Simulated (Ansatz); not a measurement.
The cell is SnTe built on the zincblende prototype; cell and atoms were relaxed with r2SCAN. Space group F-43m (No. 216), cubic; a = 7.168 Å in the conventional setting, 46.04 Å³ an atom. Sn has 4 Te at 3.10 Å; Te has 4 Sn at 3.10 Å.

```cif
data_structure
_symmetry_space_group_name_H-M 'F-43m'
_symmetry_Int_Tables_number 216
_cell_length_a 7.1680
_cell_length_b 7.1680
_cell_length_c 7.1680
_cell_angle_alpha 90.000
_cell_angle_beta 90.000
_cell_angle_gamma 90.000
_cell_volume 368.29
loop_
_atom_site_label
_atom_site_type_symbol
_atom_site_symmetry_multiplicity
_atom_site_Wyckoff_symbol
_atom_site_fract_x
_atom_site_fract_y
_atom_site_fract_z
_atom_site_occupancy
Sn1 Sn 4 a 0.00000 0.00000 0.00000 1
Te1 Te 4 d 0.25000 0.25000 0.75000 1
```

3 runs of Ansatz on this cell differ in the functional (and in the settings that go with it). Levels are in eV from each run's valence top; v1 is the last filled band, c1 the first empty one.

Run A, mean stress +0.5 GPa (compression positive):
```tsv
point	v2	v1	c1	c2
Γ	-2.05	-2.05	0.93	0.93
X	-3.27	-0.75	0.02	3.91
U	-3.08	-0.56	1.10	3.05
L	-2.59	-2.13	1.75	1.75
W	-3.45	0.00	1.31	2.18
```

Run B, mean stress 0.0 GPa (compression positive):
```tsv
point	v2	v1	c1	c2
Γ	-2.36	-2.36	1.28	1.28
X	-3.70	-0.83	0.31	4.54
U	-3.49	-0.57	1.44	3.56
L	-2.96	-2.29	2.15	2.15
W	-3.89	0.00	1.74	2.57
```

Run C, mean stress 0.0 GPa (compression positive):
```tsv
point	v2	v1	c1	c2
Γ	-2.24	-2.24	1.00	1.00
X	-3.51	-0.78	0.08	4.15
U	-3.31	-0.57	1.21	3.24
L	-2.81	-2.18	1.86	1.86
W	-3.69	0.00	1.48	2.26
```

Question: Match the runs to PBE, r2SCAN, HSE06.

Answer: A is PBE, B is HSE06, C is r2SCAN. In order of the gap: PBE 0.02, r2SCAN 0.08, HSE06 0.31 eV.

These are computed values for a spin-unpolarised cell that may be hypothetical; none is a measurement.

No spin-orbit coupling is included; it can move band edges with weight on the heavy atoms by tenths of an eV.

The stress of a hybrid is loosely converged in these runs.

Gaps or overlaps of about a tenth of an eV are at the limit of these meshes: between the points read a gap can be smaller or closed.

The meshes of the hybrids are coarse, so their gaps aren't converged to the digits shown.
